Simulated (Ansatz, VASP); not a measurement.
Given: the input of a run of VASP 6.6.1 on Sr.

INCAR

```
SYSTEM = Sr
ALGO = Normal
EDIFF = 1E-7
EDIFFG = -0.01
ENCUT = 600
GGA = PS
IBRION = 2
ISIF = 3
ISMEAR = -1
LASPH = .True.
LCHARG = .False.
LREAL = .False.
LWAVE = .False.
NELM = 60
NSW = 80
PREC = Accurate
SIGMA = 0.05
```

File KPOINTS:

```
k-points
0
Gamma
  8 8 8
  0 0 0
```

File POSCAR:

```
Sr
1.0
    0.0000000000      3.0423500000      3.0423500000
    3.0423500000      0.0000000000      3.0423500000
    3.0423500000      3.0423500000      0.0000000000
Sr
1
Direct
    0.0000000000      0.0000000000      0.0000000000
```

Potentials or basis: VASP PAW PBE potentials, release 64 (Sr_sv).

Command:

```console
$ cat potpaw_PBE.64/Sr_sv/POTCAR > POTCAR
$ mpirun -np 1 vasp_std > vasp.out
```

Q: Translate it to Ansatz 0.2.0. Potentials there: all-electron LAPW, scalar-relativistic.

A: As run (the cutoff follows the program's own potentials):

The input input.yaml:

```yaml
crystal:
  lattice:
    - [0.0, 3.04235, 3.04235]
    - [3.04235, 0.0, 3.04235]
    - [3.04235, 3.04235, 0.0]
  atoms:
    - { symbol: Sr, position: [0.0, 0.0, 0.0] }
kpoints:
  mp_grid: { grid: [8, 8, 8] }
scf:
  occupations: { method: fermi_dirac, width: 0.05 }
hamiltonian:
  xc: pbesol
  pseudopotentials: { kind: all_electron, lapw: { basis_error: 0.001 } }
output:
  forces: true
  stress: true
relax:
  f_tol: 0.01
  max_steps: 60
  cell: {}
```

Potentials or basis: all-electron LAPW, scalar-relativistic.

Launch:

```bash
$ ansatz run input.yaml --threads 1 --pin off --max-ram 3072MiB --backend cpu --events-out ev --progress --plain --runs-dir out
```

Both were run:

|  | VASP | Ansatz | Ansatz less VASP |
| --- | --- | --- | --- |
| relaxed volume (Å³/atom) | 51.88 | 51.86 | -0.023 |
| relaxed cell length with the largest relative difference (Å) | 4.186 | 4.186 | -0.0006 |
| energy change over the relaxation (meV/atom) | -13 | -13 | -0.3 |

Ansatz ran all-electron here, so the differences hold the error of VASP's frozen core and of both bases.

Caveats: the PAW data sets were made with another functional, which shifts forces and pressure a little (VASP).
